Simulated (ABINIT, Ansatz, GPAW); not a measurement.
**Cost and result for the equilibrium volume of BAs**

```
As B
1.0
     0.00000    2.38850    2.38850
     2.38850    0.00000    2.38850
     2.38850    2.38850    0.00000
As B
1 1
Direct
  0.75000 0.75000 0.75000
  0.00000 0.00000 0.00000
```

```tsv
rung	level	program and potentials	cutoff (eV)	k mesh	smearing	task	core time	chip	equilibrium volume (Å³/atom)	miss	notes
GGA + dispersion	PBE+D3(BJ)	Ansatz, all-electron LAPW, scalar-relativistic	-	10 × 10 × 10	fermi-dirac 0.05	relaxation of cell and atoms	29 s	Arm Neoverse V1	13.51	-0.8 %	-
GGA + dispersion	revPBE+D4	Ansatz, all-electron LAPW, scalar-relativistic	-	10 × 10 × 10	fermi-dirac 0.05	relaxation of cell and atoms	35 s	Arm Neoverse V1	13.21	-3.0 %	-
LDA	LDA	Ansatz, all-electron LAPW, scalar-relativistic	-	10 × 10 × 10	fermi-dirac 0.05	relaxation of cell and atoms	48 s	Arm Neoverse N1	13.24	-2.8 %	-
GGA	SOGGA	GPAW, PAW data sets generated for this functional	800	8 × 8 × 8	fermi-dirac 0.05	equation of state	49 s	Intel Xeon Platinum 8488C Sapphire Rapids	13.59	-0.2 %	-
non-local van der Waals functional	C09-vdW	GPAW, GPAW PAW data sets (gpaw-data 1.2.1)	800	8 × 8 × 8	fermi-dirac 0.05	equation of state	68 s	Arm Neoverse V1	13.73	+0.8 %	potentials made for PBE
GGA + dispersion	PBE+D3(BJ)	GPAW, GPAW PAW data sets (gpaw-data 1.2.1)	800	8 × 8 × 8	fermi-dirac 0.05	equation of state	75 s	Arm Neoverse V1	13.58	-0.3 %	-
GGA	BP86	GPAW, PAW data sets generated for this functional	800	8 × 8 × 8	fermi-dirac 0.05	equation of state	76 s	Arm Neoverse V1	14.08	+3.4 %	-
GGA	PBE	ABINIT, SG15 NC PBE v1.2	1143	8 × 8 × 8	fermi-dirac 0.05	relaxation of cell and atoms	97 s	Intel Xeon	(a)	?	-
GGA	PBE	GPAW, SG15 ONCV 1.2	1100	8 × 8 × 8	fermi-dirac 0.05	equation of state	1.9 min	Arm Neoverse V1	13.65	+0.2 %	far from this level's other runs, cause not traced
```

Times are single runs on shared hosts and different chips, so they are rough; meshes, cutoffs and the tasks' sizes weigh on the time. All rows: no spin polarisation. Smearing widths are in eV. Meshes differ between rows, which moves values too. Meshes are those of the run's cell of 2 atoms unless a note names another. Relaxations start from the cell shown or near it and stop with a little pressure left. Misses use the values as printed. Runs on faulty files, with rough fits or with known faults for this quantity aren't shown. No row holds spin-orbit coupling.

Measured: 13.62 Å³/atom at 300 K (arxiv:1906.04101). The runs are for a static lattice.

Problem. Estimate the value left out from the other rows.

Solution. (a) 13.90 Å³/atom, miss +2.1 %.
